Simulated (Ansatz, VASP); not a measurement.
## One calculation of Pb, two programs

```
Pb
1.0
     0.00000    2.47502    2.47502
     2.47502    0.00000    2.47502
     2.47502    2.47502    0.00000
Pb
1
Direct
  0.00000 0.00000 0.00000
```

Alike in both runs: task single point; functional PBE; k mesh 6 × 6 × 6; occupations gaussian, width 0.1 eV; no spin polarisation.

|  | VASP | Ansatz |
| --- | --- | --- |
| version | VASP 6.6.1 | Ansatz 0.2.0 |
| potentials or method | VASP PAW PBE potentials, release 64 (Pb_d) | scalar-relativistic, plane waves, PAW |
| plane-wave cutoff (eV) | 520 | 420 |
| valence electrons in the cell | 14 | 14 |

|  | VASP | Ansatz | Ansatz less VASP |
| --- | --- | --- | --- |
| gap on the k mesh at the Fermi level (eV) | none | none | - |
| pressure (GPa) | 3.2 | 3.3 | +0.07 |

A gap of «none» marks a metal or a gap that the smearing closes.

Caveats: the k mesh is coarse (spacing up to 0.37 Å⁻¹), so the values aren't converged. The runs have no spin-orbit coupling, so splittings on Pb are missing.
